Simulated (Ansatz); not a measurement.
Crystal: In.

```
In
1.0
     1.66964    0.96397    8.20746
    -1.66964    0.96397    8.20746
     0.00000   -1.92793    8.20746
In
3
Direct
  0.22199 0.22199 0.22199
  0.77801 0.77801 0.77801
  0.00000 0.00000 0.00000
```

This isn't the form of In at room conditions, which is tetragonal.

| Quantity | Value |
| --- | --- |
| Program | Ansatz 0.2.0 |
| Task | single point |
| Functional | PBEsol |
| Potentials or basis | Ansatz PAW |
| Cutoff | 420 eV (not typed: the program's choice for these potentials) |
| k mesh | 9 × 9 × 9 |
| Occupations | fermi-dirac, width 0.05 eV |
| Spin | no spin polarisation |

On this cell: pressure -1.1 GPa; largest force 0.024 eV/Å; band gap on the k mesh none (metal or under the smearing width).

The same run follows on a disturbed copy (atoms moved at random, drawn with an rms of 0.05 Å):

```
In
1.0
     1.66964    0.96397    8.20746
    -1.66964    0.96397    8.20746
     0.00000   -1.92793    8.20746
In
3
Direct
  0.21741 0.20580 0.23656
  0.77597 0.77802 0.77960
  0.99157 0.99644 0.00862
```

Problem. What does the disturbed cell give?

Solution. The energy (extrapolated to zero smearing) moves by +0.3 meV/atom; pressure -1.1 GPa; largest force 0.060 eV/Å; band gap on the k mesh none (metal or under the smearing width).

Forces in eV/Å, atoms in the order of the input:
```
In  -0.002  0.004  0.059
In   0.002 -0.005 -0.059
In   0.001  0.000  0.001
```

Stress tensor (GPa, compression positive):
```
-0.89  0.02  0.01
 0.02 -0.81 -0.01
 0.01 -0.01 -1.51
```

Caveats: the PAW data sets come from PBE, with cores solved anew for the run's functional, which leaves a small shift of forces and pressure.
